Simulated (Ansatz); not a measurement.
# MgO (Fm-3m) in Ansatz: a series of runs

One crystal, MgO, is run at these levels: PBE, LDA, PBEsol+D3(BJ), PBEsol+D4; tasks: single point, relaxation of cell and atoms.

Everything below comes from runs of Ansatz 0.2.0. Logs are shortened: lines on timing, memory, paths and dates and some standing lists are left out, and cuts for length are marked.

**Measured values to compare with.**

From “Electronic structure of alkaline earth and post-transition metal oxides”, 2009, arxiv:0908.1581, for a bulk crystal of MgO: band gap 7.83 eV.

How close the calculation comes is told below.

## Step 1: Starting point

It takes space group Fm-3m (No. 225, cubic). Conventional cell: a = 4.194 Å, b = 4.194 Å, c = 4.194 Å, α = 90.00°, β = 90.00°, γ = 90.00°. Mg (site symmetry m-3m) is surrounded by 6 O at 2.10 Å. Around O (site symmetry m-3m) lie 6 Mg at 2.10 Å.

The cell is a database's computed one.

## Step 2: Single point, PBE

input.yaml reads:

```yaml
crystal:
  lattice:
    - [0.0, 2.0970013927, 2.0970013927]
    - [2.0970013927, 0.0, 2.0970013927]
    - [2.0970013927, 2.0970013927, 0.0]
  atoms:
    - { symbol: Mg, position: [0.0, 0.0, 0.0] }
    - { symbol: O, position: [0.5, 0.5, 0.5] }
hamiltonian:
  xc: pbe
  pseudopotentials: { kind: paw }
kpoints:
  mp_grid: { grid: [11, 11, 11] }
scf:
  occupations: { method: gaussian, width: 0.011 }
output:
  forces: true
  stress: true
  eigenvalues: true
```

Potentials or basis: Ansatz PAW.

Started as:

```sh
$ ansatz run input.yaml --threads 2 --pin off --max-ram 5632MiB --backend cpu --events-out ev --progress --plain --runs-dir out
```

The program printed:

```text
Warning: RAYON_NUM_THREADS=2 ignored (pool sized by the plan → 2); use --threads N
Engine: ansatz 0.2.0, aarch64-unknown-linux-gnu
Pseudopotentials: kind: paw
Pseudopotential: Mg, paw, valence charge 10, recommended cutoff 420 eV (normal), Mg.paw.azcp
Pseudopotential: O, paw, valence charge 6, recommended cutoff 420 eV (normal), O.paw.azcp
Functional definition: PBE
  parameter kappa = 0.804
  parameter beta = 0.06672455060314922
  exchange = pbe_x(kappa = kappa, mu = beta*pi^2/3)
  correlation = pbe_c(beta = beta)
Crystal: 2 atoms, lattice volume = 18.443 Å³
Basis set: ecut = 420 eV, 339 PW (Γ), exchange–correlation on 40×40×40 points (8 copies of the dense FFT grid, shifted against one another)
Bands: 12, of which v1, the nominal top of the filled ones, is band 8 counted from 1 (7 counted from 0)
Symmetry: 48 space group operations
Space group: Fm-3m (ITA 225), of the structure as read, at distance tolerance 2.6e-5 Å
k-points: 56 of 1331
Non-local potential: Mg, projectors of the file, l = 0: 3, l = 1: 2, l = 2: 1
Non-local potential: O, projectors of the file, l = 0: 2, l = 1: 2, l = 2: 1
PAW form: soft (Blöchl's): semilocal exchange-correlation on the pseudo side does not see the compensation charge
PAW one-centre angular grid: Mg, 110 points (default); XC on 64 Gauss nodes
PAW one-centre angular grid: O, 110 points (default); XC on 64 Gauss nodes
Initial density: superposition of atomic densities (neutral atoms: chi_scale 0, normalization atom), corrected by the library's trained network
Initial wavefunctions: pseudopotential atomic-orbital guess
Functional: x = pbe(κ = 0.804, μ = 0.2195149727645171), c = pbe(β = 0.06672455060314922)
SCF iter   1: F=—  HF=-2494.121618 eV  |F-HF|=—  |Δ(HF+E_count)|=         —  Δρ=5.87e-4  dr2=8.10e-6  ethr=1.77e-3  ⟨swp⟩=5.9  Hψ=3983  notcnv=0
preconditioner: auto → none  [insulator: Δε(μ)=4.867 eV  Ē_g=18.688 eV  σ=0.011 eV  W_gap=1.00  n_scr=8 (ndim 8)  ℏωp=24.5 eV  f_vac=0.000  D(μ)=0.00/eV (n_scr^D=0)  ε∞_Penn≈2.7]
SCF iter   2: F=—  HF=-2494.122355 eV  |F-HF|=—  |Δ(HF+E_count)|=   7.38e-4  Δρ=4.40e-4  dr2=1.75e-5  ethr=5.06e-8  ⟨swp⟩=3.8  Hψ=2079  notcnv=0
SCF iter   3: F=—  HF=-2494.122374 eV  |F-HF|=—  |Δ(HF+E_count)|=   1.87e-5  Δρ=2.45e-4  dr2=4.79e-6  ethr=5.06e-8  ⟨swp⟩=3.0  Hψ=1089  notcnv=0
iter 4 did not close the SCF: its close was put off for the readings that it lacked (scf_convergence_deferred on its scf_iter line)
SCF iter   4: F=-2494.122391 eV  HF=-2494.122391 eV  |F-HF|=1.75e-8  |Δ(HF+E_count)|=   1.68e-5  Δρ=3.29e-5  dr2=7.19e-8  ethr=2.99e-8  ⟨swp⟩=2.2  Hψ=1027  notcnv=0
iter 5 did not close the SCF: its close was put off for the readings that it lacked (scf_convergence_deferred on its scf_iter line)
SCF iter   5: F=-2494.122391 eV  HF=-2494.122391 eV  |F-HF|=9.58e-9  |Δ(HF+E_count)|=   2.71e-8  Δρ=9.18e-6  dr2=8.86e-9  ethr=4.50e-10  ⟨swp⟩=2.2  Hψ=1099  notcnv=0
SCF iter   6: F=-2494.122391 eV  HF=-2494.122391 eV  |F-HF|=9.46e-10  |Δ(HF+E_count)|=   3.69e-9  Δρ=2.74e-6  dr2=6.18e-10  ethr=5.54e-11  ⟨swp⟩=1.7  Hψ=2054  notcnv=0
SCF 1 converged in 6 iterations: F = -2494.122391 eV  dr2 = 6.18e-10
SCF converged after 6 iterations
Free energy (F): -2494.122391 eV
Harris-Foulkes:  -2494.122391 eV  (|F-HF|=9.46e-10)
Internal energy: -2494.122391 eV  (E = F + TS)
E sigma→0 (E₀):  -2494.122391 eV
Fermi energy:    10.730717 eV
--- Per-component energies (eV) ---
  E_band       = -289.824663
  E_kinetic    = 256.228111
  E_local      = -1594.291186  (includes V_loc(G=0)·N_el)
  E_nonlocal   = 142.843500
  E_hartree    = 551.485666
  E_xc         = -105.411154
  E_vxc        = -135.097026  (∫ρ·V_xc dr)
  E_paw        = -450.061190  (= ΣΔE_a)
  E_vpaw       = -62.481099  (= ΣTr[D̂ρ^β])
  E_aug_tail   = 0.002518  (compensation charges beyond the density's cutoff)
  E_ewald      = -1294.918655
  E_smearing   = -0.000000  (= −TS)
  E_closure    = 0.000000  (closes the sum)
  Σ components = -2494.122391   (vs F -2494.122391, Δ=0.00e0)
--- Forces (eV/Å), atoms counted from 1 ---
  atom   1  Mg    -0.00000000     0.00000000     0.00000000
  atom   2  O      0.00000000    -0.00000000    -0.00000000
  max |Σ_I F_I| component: 2.28e-29 eV/Å
--- Stress (GPa, compression-positive) ---
        6.907521       0.000000      -0.000000
        0.000000       6.907521      -0.000000
       -0.000000      -0.000000       6.907521
  P = ⅓ Tr σ = 6.9075 GPa (69.075 kbar)
--- Band table (eV; the first three rows and the last of 56) ---
  k-point 0: bands = ["-63.9555", "-30.6748", "-30.6748", "-30.6748", "-9.0220", "8.2960", "8.2960", "8.2960", "13.1654", "24.1918", "24.1918", "24.1918"]
  k-point 1: bands = ["-63.9547", "-30.6821", "-30.6755", "-30.6755", "-8.9294", "7.7456", "8.2390", "8.2390", "13.6951", "23.0919", "24.3956", "24.3956"]
  k-point 2: bands = ["-63.9528", "-30.7017", "-30.6774", "-30.6774", "-8.6707", "6.5696", "8.0896", "8.0896", "14.7693", "21.6442", "24.8524", "24.8524"]
  k-point 55: bands = ["-63.9433", "-30.7309", "-30.7275", "-30.7046", "-7.3919", "5.1787", "5.3886", "6.6519", "19.6291", "20.3185", "20.6405", "24.2964"]
```

Wall time 0.61 s (2 threads of Arm Neoverse V1, shared host); peak memory 0.25 GiB.

What came out:

```yaml
Free_energy: -2494.1224 eV
Pressure: 6.9 GPa
Band_gap_on_the_k_mesh: 4.87 eV, direct
```

Caveat: odd divisions of the mesh miss points on the zone boundary, where band edges often lie, so the gap on the mesh can be too wide; the pressure holds a Pulay correction of +0.6 GPa for the finite cutoff.

## Step 3: Relaxation of cell and atoms, PBE

Edit input.yaml of step 2 so:

```diff
@@ -14,3 +14,3 @@
 scf:
-  occupations: { method: gaussian, width: 0.011 }
+  occupations: { method: fermi_dirac, width: 0.05 }
 output:
@@ -18,2 +18,9 @@
   stress: true
-  eigenvalues: true
+  write_density: true
+  write_potential: true
+  elf: true
+  volumetric_format: npy
+relax:
+  f_tol: 0.01
+  max_steps: 40
+  cell: { stress_tol: 0.05 }
```

Potentials or basis: Ansatz PAW.

Started as:

```sh
$ ansatz run input.yaml --threads 2 --pin off --max-ram 5632MiB --backend cpu --events-out ev --progress --plain --runs-dir out
```

It took 4 s on 2 threads of Arm Neoverse V1, shared host; peak memory 0.28 GiB.

Results (log left out):

```yaml
Free_energy: -2494.1389 eV
Relaxed_volume: 9.62 Å³/atom
Relaxed_cell: a = 3.008 Å, b = 3.008 Å, c = 3.008 Å, α = 60.00°, β = 60.00°, γ = 60.00°
Space_group_after_relaxing_to_0.05_Å: Fm-3m (No. 225)
Energy_gained_by_relaxing: 8.3 meV/atom
Ionic_steps: 7
Pressure_after_relaxing: 0.0 GPa
Band_gap_on_the_k_mesh: 4.46 eV, direct
```

The path:
| step | energy change (eV) | largest force (eV/Å) | volume (Å³) |
| --- | --- | --- | --- |
| 1 | 0.0000 | 0.0000 | 18.44 |
| 2 | -0.0096 | 0.0000 | 18.77 |
| 3 | -0.0131 | 0.0000 | 19.18 |
| 4 | -0.0130 | 0.0000 | 19.20 |
| 5 | -0.0165 | 0.0000 | 19.20 |
| 6 | -0.0164 | 0.0000 | 19.24 |
| 7 | -0.0165 | 0.0000 | 19.24 |

Final structure:
```cif
data_structure
_symmetry_space_group_name_H-M 'P 1'
_symmetry_Int_Tables_number 1
_cell_length_a 3.0077
_cell_length_b 3.0077
_cell_length_c 3.0077
_cell_angle_alpha 60.000
_cell_angle_beta 60.000
_cell_angle_gamma 60.000
_cell_volume 19.24
loop_
_atom_site_label
_atom_site_type_symbol
_atom_site_fract_x
_atom_site_fract_y
_atom_site_fract_z
_atom_site_occupancy
Mg1 Mg 0.00000 0.00000 0.00000 1
O1 O 0.50000 0.50000 0.50000 1
```

Levels at points of the mesh, in eV from the valence-band top:
```tsv
k point	band 5	band 6	band 7	band 8	band 9	band 10	band 11	band 12
(0.00, 0.00, 0.00)	-17.11	0.00	0.00	0.00	4.46	15.65	15.65	15.65
```

Caveat: odd divisions of the mesh miss points on the zone boundary, where band edges often lie, so the gap on the mesh can be too wide; the plane-wave basis is chosen anew once the cell has moved, so the energies of steps on either side of that aren't comparable; the pressure holds a Pulay correction of +0.6 GPa for the finite cutoff.

## Step 4: Relaxation of cell and atoms, LDA

Edit input.yaml of step 3 so:

```diff
@@ -9,3 +9,3 @@
 hamiltonian:
-  xc: pbe
+  xc: lda
   pseudopotentials: { kind: paw }
@@ -18,6 +18,2 @@
   stress: true
-  write_density: true
-  write_potential: true
-  elf: true
-  volumetric_format: npy
 relax:
```

Started as:

```sh
$ ansatz run input.yaml --threads 2 --pin off --max-ram 5632MiB --backend cpu --events-out ev --progress --plain --runs-dir out
```

It took 3.3 s on 2 threads of Arm Neoverse V1, shared host; peak memory 0.27 GiB.

It converged, with:

```
Free energy                            : -2460.0656 eV
Relaxed volume                         : 8.99 Å³/atom
Relaxed cell                           : a = 2.941 Å, b = 2.941 Å, c = 2.941 Å, α = 60.00°, β = 60.00°, γ = 60.00°
Space group after relaxing (to 0.05 Å) : Fm-3m (No. 225)
Energy gained by relaxing              : 2.9 meV/atom
Ionic steps                            : 7
Pressure after relaxing                : 0.0 GPa
Band gap on the k mesh                 : 5.03 eV
```

Step by step:
| step | energy change (eV) | largest force (eV/Å) | volume (Å³) |
| --- | --- | --- | --- |
| 1 | 0.0000 | 0.0000 | 18.44 |
| 2 | -0.0049 | 0.0000 | 18.25 |
| 3 | -0.0080 | 0.0000 | 18.00 |
| 4 | -0.0080 | 0.0000 | 18.01 |
| 5 | -0.0058 | 0.0000 | 18.01 |
| 6 | -0.0059 | 0.0000 | 17.99 |
| 7 | -0.0059 | 0.0000 | 17.99 |

Final structure:
```yaml
crystal:
  lattice:
    - [0.00000, 2.07957, 2.07957]
    - [2.07957, 0.00000, 2.07957]
    - [2.07957, 2.07957, 0.00000]
  atoms:
    - { symbol: Mg, position: [0.00000, 0.00000, 0.00000] }
    - { symbol: O, position: [0.50000, 0.50000, 0.50000] }
```

Caveat: odd divisions of the mesh miss points on the zone boundary, where band edges often lie, so the gap on the mesh can be too wide; the plane-wave basis is chosen anew once the cell has moved, so the energies of steps on either side of that aren't comparable; the pressure holds a Pulay correction of +0.9 GPa for the finite cutoff; the PAW data sets come from PBE, with cores solved anew for the run's functional, which leaves a small shift of forces and pressure. A k mesh can miss the band edges.

(Continued in part 2 of 2.)
